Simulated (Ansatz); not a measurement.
# InAs (F-43m) in Ansatz: settings compared, part 2 of 2

Ansatz 0.2.0. Earlier steps stand in the parts before.

**4. Elastic constants, PBE**

input.yaml reads:

```yaml
crystal:
  lattice:
    - [0.0, 3.018, 3.018]
    - [3.018, 0.0, 3.018]
    - [3.018, 3.018, 0.0]
  atoms:
    - { symbol: In, position: [0.0, 0.0, 0.0] }
    - { symbol: As, position: [0.75, 0.75, 0.75] }
kpoints:
  mp_grid: { grid: [6, 6, 6] }
scf:
  occupations: { method: fermi_dirac, width: 0.05 }
hamiltonian:
  xc: pbe
  pseudopotentials: { kind: all_electron, lapw: { basis_error: 0.002 } }
output:
  forces: true
  stress: true
elastic:
  mode: relaxed_ion
  stencil: two_point
```

Potentials or basis: all-electron LAPW, scalar-relativistic.

Command:

```bash
$ ansatz run input.yaml --threads 1 --pin off --max-ram 3072MiB --backend cpu --events-out ev --progress --plain --runs-dir out
```

What it wrote:

```text
Warning: RAYON_NUM_THREADS=1 ignored (pool sized by the plan → 1); use --threads N
LAPW: plane waves up to 8.604 Å⁻¹, error target 2.0e-3 eV per atom; small_component_spin mean_spin; As in spheres of 1.227 Å, 23 of its electrons in bands, Dirac shells []; In in spheres of 1.308 Å, 21 of its electrons in bands, Dirac shells [] (how accurate: hamiltonian.pseudopotentials.lapw.basis_error, Limitations)
Engine: ansatz 0.2.0, aarch64-unknown-linux-gnu
Pseudopotentials: kind: all_electron
Pseudopotential: In, LAPW, valence charge 21, lapw/all_electron/scalar/gaussian/In, Koelling and Harmon's equation, gaussian nucleus
Pseudopotential: As, LAPW, valence charge 23, lapw/all_electron/scalar/gaussian/As, Koelling and Harmon's equation, gaussian nucleus
Functional definition: PBE
  parameter kappa = 0.804
  parameter beta = 0.06672455060314922
  exchange = pbe_x(kappa = kappa, mu = beta*pi^2/3)
  correlation = pbe_c(beta = beta)
Crystal: 2 atoms, lattice volume = 54.978 Å³
Basis set: ecut = 282.0788373392585 eV, 609 PW (Γ), exchange–correlation at level 2
Bands: 27, of which v1, the nominal top of the filled ones, is band 22 counted from 1 (21 counted from 0)
Symmetry: 24 space group operations
Space group: F-43m (ITA 216), of the structure as read, at distance tolerance 3.8e-5 Å
k-points: 16 of 216 (time reversal used)
Non-local potential: In, projectors of the file, none
Non-local potential: As, projectors of the file, none
Initial density: superposition of atomic densities (chi_scale 0.1, normalization cell, long waves kept (reshape's long-wave potential 0.00 eV rms))
Initial wavefunctions: plane waves of lowest kinetic energy (no species holds an atomic orbital)
Functional: x = pbe(κ = 0.804, μ = 0.2195149727645171), c = pbe(β = 0.06672455060314922)
iter 1 solved again at ethr=2.08e-3 eV; its pass at ethr=1.00e-1 eV (dr2=9.16e-1 eV) is discarded
SCF iter   1: F=—  HF=-221570.588683 eV  |F-HF|=—  |Δ(HF+E_count)|=         —  Δρ=2.98e-2  dr2=9.18e-1  ethr=2.08e-3  ⟨swp⟩=2.0  Hψ=2721  notcnv=0
preconditioner: auto → none  [insulator: Δε(μ)=0.159 eV  Ē_g=15.128 eV  σ=0.050 eV  W_gap=0.62  n_scr=14 (ndim 8)  ℏωp=21.2 eV  f_vac=0.128  D(μ)=0.09/eV (n_scr^D=0)  ε∞_Penn≈3.0]
iter 2 solved again at ethr=1.03e-4 eV; its pass at ethr=2.08e-3 eV (dr2=4.53e-2 eV) is discarded
SCF iter   2: F=—  HF=-221570.329352 eV  |F-HF|=—  |Δ(HF+E_count)|=   2.59e-1  Δρ=9.56e-3  dr2=4.52e-2  ethr=1.03e-4  ⟨swp⟩=2.0  Hψ=2185  notcnv=0
SCF iter   3: F=—  HF=-221570.313601 eV  |F-HF|=—  |Δ(HF+E_count)|=         —  Δρ=4.82e-3  dr2=1.30e-2  ethr=1.03e-4  ⟨swp⟩=2.0  Hψ=1264  notcnv=0
the basis was enlarged: its passes take 89.8 KiB over the memory plan, 1 of 1 planned eigensolver slots
SCF iter   4: F=—  HF=-221570.313856 eV  |F-HF|=—  |Δ(HF+E_count)|=   2.55e-4  Δρ=1.89e-3  dr2=2.22e-3  ethr=2.96e-5  ⟨swp⟩=2.0  Hψ=1189  notcnv=0
SCF iter   5: F=—  HF=-221570.313732 eV  |F-HF|=—  |Δ(HF+E_count)|=   1.24e-4  Δρ=3.75e-4  dr2=9.73e-5  ethr=5.04e-6  ⟨swp⟩=2.0  Hψ=1198  notcnv=0
SCF iter   6: F=—  HF=-221570.313770 eV  |F-HF|=—  |Δ(HF+E_count)|=   3.73e-5  Δρ=6.48e-5  dr2=2.05e-6  ethr=2.21e-7  ⟨swp⟩=3.0  Hψ=1223  notcnv=0
SCF iter   7: F=—  HF=-221570.313774 eV  |F-HF|=—  |Δ(HF+E_count)|=   3.97e-6  Δρ=1.06e-5  dr2=6.68e-8  ethr=4.65e-9  ⟨swp⟩=3.0  Hψ=1250  notcnv=0
SCF iter   8: F=—  HF=-221570.313774 eV  |F-HF|=—  |Δ(HF+E_count)|=   1.80e-7  Δρ=1.86e-6  dr2=2.22e-9  ethr=1.52e-10  ⟨swp⟩=3.0  Hψ=1250  notcnv=0
SCF iter   9: F=—  HF=-221570.313774 eV  |F-HF|=—  |Δ(HF+E_count)|=   7.48e-9  Δρ=1.46e-7  dr2=1.03e-11  ethr=5.04e-12  ⟨swp⟩=3.0  Hψ=1250  notcnv=0
SCF iter  10: F=—  HF=-221570.313774 eV  |F-HF|=—  |Δ(HF+E_count)|=  1.46e-10  Δρ=1.72e-8  dr2=1.47e-13  ethr=2.91e-12 (applied; sched 1.00e-12)  ⟨swp⟩=2.0  Hψ=1185  notcnv=0
SCF iter  11: F=-221570.313774 eV  HF=-221570.313774 eV  |F-HF|=5.82e-11  |Δ(HF+E_count)|=  8.73e-11  Δρ=4.23e-9  dr2=1.27e-14  ethr=2.91e-12 (applied; sched 1.00e-12)  ⟨swp⟩=2.0  Hψ=1185  notcnv=0
[... 103 lines left out ...]
SCF iter   2: F=-221570.313751 eV  HF=-221570.313751 eV  |F-HF|=0.00e0  |Δ(HF+E_count)|=   6.81e-9  Δρ=3.99e-9  dr2=7.62e-15  ethr=2.91e-12 (applied; sched 1.00e-12)  ⟨swp⟩=2.0  Hψ=3405  notcnv=0
SCF 10 converged in 2 iterations: F = -221570.313751 eV  dr2 = 7.62e-15
SCF converged after 11 iterations
Free energy (F): -221570.313774 eV
Harris-Foulkes:  -221570.313774 eV  (|F-HF|=5.82e-11)
Internal energy: -221570.312808 eV  (E = F + TS)
E sigma→0 (E₀):  -221570.313291 eV
Entropy (-TS):   -0.000966 eV (-0.483 meV/atom)
Fermi energy:    9.787050 eV
--- Per-component energies (eV) ---
  E_band       = -1912.106633
  E_kinetic    = 230887.893834
  E_xc         = -6636.113858
  E_electrostatic = -445822.092784  (all electrons and nuclei)
  E_smearing   = -0.000966  (= −TS)
  E_closure    = 0.000000  (closes the sum)
  E_atoms      = -221562.685075  (free atoms, spherical and without spin; not in F)
  Σ components = -221570.313774   (vs F -221570.313774, Δ=0.00e0)
  Basis errors (estimates in eV, not in F): energy 8.4e-4 per atom: plane waves 7.6e-4 (4.6e-4 summed), levels above the bands 2.2e-75, relativity 1.5e-7, radial functions 7.4e-5, core shells 9.5e-7; eigenvalues (radial functions only) 9.5e-7; not estimated: angular momenta, meshes, grids; target (lapw.basis_error) 2.0e-3; muffin-tin radii As 1.227 Å, In 1.308 Å
--- Forces (eV/Å), atoms counted from 1 ---
  atom   1  In     0.00000000    -0.00000000     0.00000000
  atom   2  As    -0.00000000     0.00000000     0.00000000
  max |Σ_I F_I| component: 1.39e-17 eV/Å
--- Stress (GPa, compression-positive) ---
        4.372253       0.000000      -0.000000
        0.000000       4.372253       0.000000
       -0.000000       0.000000       4.372253
  P = ⅓ Tr σ = 4.3723 GPa (43.723 kbar)
--- Band table (eV; the first three rows and the last of 16) ---
  k-point 0: bands = ["-174.8089", "-118.1807", "-118.1807", "-118.1807", "-105.4609", "-63.9470", "-63.9470", "-63.9470", "-25.2266", "-25.2266", "-25.2266", "-25.2187", "-25.2187", "-4.6574", "-4.6574", "-4.6574", "-4.5299", "-4.5299", "-2.1479", "9.5792", "9.7501", "9.7501", "9.7501", "13.6669", "13.6669", "13.6669", "17.2896"]
  k-point 1: bands = ["-174.8089", "-118.1807", "-118.1807", "-118.1807", "-105.4609", "-63.9471", "-63.9470", "-63.9470", "-25.2266", "-25.2265", "-25.2265", "-25.2186", "-25.2186", "-4.6920", "-4.6474", "-4.6474", "-4.5299", "-4.5299", "-1.8628", "7.2460", "9.4345", "9.4345", "11.0142", "14.0810", "14.1137", "14.1137", "18.3605"]
  k-point 2: bands = ["-174.8089", "-118.1807", "-118.1807", "-118.1807", "-105.4609", "-63.9471", "-63.9471", "-63.9471", "-25.2266", "-25.2264", "-25.2264", "-25.2186", "-25.2186", "-4.7548", "-4.6311", "-4.6311", "-4.5261", "-4.5261", "-1.1537", "5.0011", "8.9526", "8.9526", "10.8750", "14.4783", "14.4783", "15.9195", "17.9249"]
  k-point 15: bands = ["-174.8089", "-118.1807", "-118.1807", "-118.1807", "-105.4609", "-63.9471", "-63.9471", "-63.9471", "-25.2268", "-25.2263", "-25.2261", "-25.2187", "-25.2183", "-4.8263", "-4.5974", "-4.5809", "-4.5519", "-4.5167", "-0.0773", "3.9993", "6.9246", "6.9802", "12.8409", "13.2050", "16.2109", "16.7595", "19.5652"]
--- Elastic constants: 2 strain directions × 2 members + reference (group order 24) ---
  dense FFT box of the reference and of every strained cell: 24×24×24
  strains applied: 11, 23; error gains: componentwise 1.00 (the most a stress slope's error grows in a printed constant), spectral 1.73 (1 for all six strains in a standard setting)
  C = ∂σ_k/∂η_j (tension-positive GPa; Voigt order 11 22 33 23 13 12):
        88.073     58.282     58.282      0.000      0.000      0.000
        58.282     88.073     58.282      0.000     -0.000      0.000
        58.282     58.282     88.073      0.000      0.000     -0.000
        -0.000     -0.000     -0.000     31.672     -0.000      0.000
         0.000      0.000     -0.000      0.000     31.672      0.000
        -0.000      0.000     -0.000     -0.000      0.000     31.672
  reference stress σ⁰ (GPa):     -4.372     -4.372     -4.372     -0.000      0.000     -0.000
  no Pulay correction (none for the plane-wave cutoff is built on LAPW): the batch's stresses and constants are at fixed plane waves
  C* (energy form; C + prestress term) asymmetry max|C*_kj − C*_jk| = 7.105e-15 GPa — a small one proves nothing (zero by symmetry where the batch's group is 432, −43m or m−3m); a large one is finite-difference/SCF noise where every solve meets its electron count
  moduli (Voigt/Reuss/Hill, GPa): K = 68.21/68.21/68.21   G = 24.96/21.83/23.40   E = 62.99   ν = 0.346
  mechanically stable: yes (min eigenvalue of sym C = 29.79 GPa)
  where every solve meets its electron count the energy-path curvature estimates C_jj along a normal strain and C_jj − ¼(σ⁰_aa + σ⁰_bb) along a shear (ab), closely only under elastic.basis: deformed
  strain η (Voigt 11):  stress-route row diagonal C_11 = 88.07 GPa, energy-path curvature d²(F+E_count)/dδ²/Ω₀ = 88.07 GPa
         δ    σ_11 (GPa)             F (eV)   n_scf  n_hpsi   n_pw
    -2.000e-3      -4.5487     -221570.3107128       8   24713    609   relax 0 steps, max|allowed force component| 2.78e-17 eV/Å
     2.000e-3      -4.1964     -221570.3167142       8   24678    609   relax 0 steps, max|allowed force component| 4.86e-17 eV/Å
  strain η (Voigt 23):  stress-route row diagonal C_44 = 31.67 GPa, energy-path curvature d²(F+E_count)/dδ²/Ω₀ = 33.86 GPa
         δ    σ_23 (GPa)             F (eV)   n_scf  n_hpsi   n_pw
    -2.000e-3      -0.0633     -221570.3137507       2    9685    609   relax 3 steps, max|allowed force component| 7.30e-7 eV/Å
     2.000e-3       0.0633     -221570.3137507       2    9744    609   relax 2 steps, max|allowed force component| 2.58e-6 eV/Å
```

elastic.tsv:

```text
# convention: tension-positive GPa; Voigt order 11 22 33 23 13 12; engineering shear strains; stresses and constants hold the Pulay correction, whose part of sigma0, of c and of each member's stress the lines and columns named pulay_correction_..._gpa give (of c_energy it is that of c and, on the columns of strains 1 to 3, that of sigma0; of a layer's constants it is that of c in the plane, times a tenth of its plane spacing in ang); where a line pulay_correction_withheld stands none holds it
[... 15 lines left out ...]
6	-4.9708679267e-29	5.2075261517e-29	-1.1210387715e-44	-1.2621774484e-29	1.5368404458e-20	3.1672098819e1	-1.2738611507e-16	-1.2738611507e-16	-1.2738611507e-16	-1.2621774484e-29	1.5368404458e-20	3.1672098819e1	nan	nan	nan	nan	nan	nan
```

elastic_members.tsv:

```text
# convention: tension-positive GPa; Voigt order 11 22 33 23 13 12; engineering shear strains; stresses and constants hold the Pulay correction, whose part of sigma0, of c and of each member's stress the lines and columns named pulay_correction_..._gpa give (of c_energy it is that of c and, on the columns of strains 1 to 3, that of sigma0; of a layer's constants it is that of c in the plane, times a tenth of its plane spacing in ang); where a line pulay_correction_withheld stands none holds it
[... 11 lines left out ...]
3	2.0000000000e-3	-4.3722377143e0	-4.3722194861e0	-4.3722194861e0	6.3344012099e-2	-9.6050750939e-17	-7.5358771040e-16	-2.2157031375e5	-2.2157031327e5	2	9744	609	2	2.5780002534e-6	0.0000000000e0	nan	nan	nan	nan	nan	nan	nan	0.0000000000e0
```

Run time: 2.6 min. Hardware: 1 thread of Arm Neoverse V1, shared host; peak memory 0.35 GiB.

What came out:

* Free energy: -221570.3138 eV
* Pressure: 4.4 GPa
* Band gap on the k mesh: none (metal or under the smearing width)
* Elastic constants C11, C12, C44: 88, 58, 32 GPa
* Voigt bulk modulus: 68 GPa

Levels at points of the mesh, in eV from the Fermi level:
```
             k point  band 19  band 20  band 21  band 22  band 23  band 24  band 25  band 26
  (0.00, 0.00, 0.00)   -11.93    -0.21    -0.04    -0.04    -0.04     3.88     3.88     3.88
 (0.00, 0.00, -0.50)   -10.45    -5.82    -1.03    -1.03     0.93     4.65     4.65     6.83
(0.00, -0.50, -0.50)    -9.90    -5.89    -2.37    -2.37     1.51     2.03     9.18     9.28
```

Elastic tensor in Voigt notation (GPa, in the Cartesian axes of the cell as first typed):
```
88 58 58  0  0  0
58 88 58  0  0  0
58 58 88  0  0  0
 0  0  0 32  0  0
 0  0  0  0 32  0
 0  0  0  0  0 32
```

Caveat: the k mesh is thin for a metal, which can move the energy by tens of meV per atom; a metal's response needs a denser mesh; the cell is more than 3 GPa from zero pressure, which shifts response properties; elastic constants of metals need much finer meshes, so these are rough; this crystal is a semiconductor, whose small gap the functional closes, so the metal is an error of the method.

**5. The runs side by side**

| task | level | potentials or basis | k mesh | cutoff (eV) | basis error allowed | gap on the mesh (eV) |
| --- | --- | --- | --- | --- | --- | --- |
| phonons | PBE | all-electron LAPW, scalar-relativistic | 8 × 8 × 8 | 282 | 0.002 eV/atom | none |
| phonons | PBEsol | all-electron PAW datasets made for the crystal | 8 × 8 × 8 | 240 | - | none |
| elastic constants | PBE | all-electron LAPW, scalar-relativistic | 6 × 6 × 6 | 282 | 0.002 eV/atom | none |

Alike in all rows: no spin polarisation; cell as given; smearing fermi-dirac 0.05 eV.

Caveats: a metal's response needs a denser mesh; this crystal is a semiconductor, whose small gap the functional closes, so the metal is an error of the method; the k mesh is thin for a metal, which can move the energy by tens of meV per atom (some runs); the cell is more than 3 GPa from zero pressure, which shifts response properties (some runs); elastic constants of metals need much finer meshes, so these are rough (some runs).

Compare energies only between runs with the same functional and basis.

**6. Comparison with measurements**

Step 2. A measured gap of InAs is 0.418 eV (direct; 4.2 K; a printed reference work, data compilation); the calculated 0.00 eV misses it by -0.42 eV. Spin-orbit coupling on As, In is left out. The value is that of PBE on a finite k mesh, which can miss the band edges, without temperature or zero-point motion. Semilocal functionals fall short of measured gaps as a rule.

Step 3. Against the measured gap of InAs, 0.418 eV (direct; 4.2 K; a printed reference work, data compilation), the calculated 0.00 eV is off by -0.42 eV. Spin-orbit coupling on As, In is left out. The value is that of PBEsol on a finite k mesh, which can miss the band edges, without temperature or zero-point motion. Semilocal functionals fall short of measured gaps as a rule.

Step 4. Against the measured gap of InAs, 0.418 eV (direct; 4.2 K; a printed reference work, data compilation), the calculated 0.00 eV is off by -0.42 eV. Spin-orbit coupling on As, In is left out. The value is that of PBE on a finite k mesh, which can miss the band edges, without temperature or zero-point motion. Semilocal functionals fall short of measured gaps as a rule.
